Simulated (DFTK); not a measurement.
Runs of DFTK 0.8.2 on HfO2. The structure is cubic, space group Fm-3m (No. 225). Conventional cell: a = 5.115 Å, b = 5.115 Å, c = 5.115 Å, α = 90.00°, β = 90.00°, γ = 90.00°. Hf (site symmetry m-3m) is surrounded by 8 O at 2.21 Å. O (site symmetry -43m) has 4 Hf at 2.21 Å as nearest neighbours. Measurements of this composition are mostly on another form, of space group No. 14.

```tsv
task	level	potentials or basis	k mesh	cutoff (eV)	valence electrons	SCF solver	mesh quality	gap on the mesh (eV)	pressure (GPa)	V0 of scaled cells (Å³/atom)	B0 (GPa)
band structure	r2SCAN	SG15 1.2 (PBE)	5 × 5 × 5	1225	Hf 26, O 6	ScfAndersonSolver	coarse	(a)	-15.1	-	-
equation of state	RPBE	dojo.nc.sr.pbe.v0_5.standard.upf (PBE)	5 × 5 × 5	1143	Hf 12, O 6	-	coarse	-	-	(c)	234
band structure	PBEsol	SG15 1.2 (PBE)	8 × 8 × 8	952	Hf 26, O 6	-	not flagged	3.58	-	-	-
equation of state	BLYP	in-house norm-conserving set (PBE, scalar relativistic)	5 × 5 × 5	1252	Hf 26, O 6	-	coarse	-	-	11.37	233
band structure	TASK	in-house norm-conserving set (r2SCAN, scalar relativistic)	5 × 5 × 5	1279	Hf 26, O 6	-	coarse	(b)	2.5	-	-
```

Alike in all rows: no spin polarisation; cell as given; smearing fermi-dirac 0.05 eV.

Q: Estimate the missing entries.

A: (a) 4.06; (b) 5.27; (c) 11.13.

Caveats: some runs use coarse meshes; the potentials were made for another functional, which shifts forces and pressure; spin-orbit coupling is left out, which moves the levels of the heavy elements (some runs); the mesh misses the band edges, which the band path finds closer together (some runs); so large a pressure means that the cell lies far from this level's equilibrium, or that cutoff or potentials fall short (some runs); the program warned that the kinetic-energy density falls under its von Weizsäcker bound, which can give unphysical results (some runs).

A k mesh can miss the band edges, and the runs leave out spin-orbit coupling on Hf.
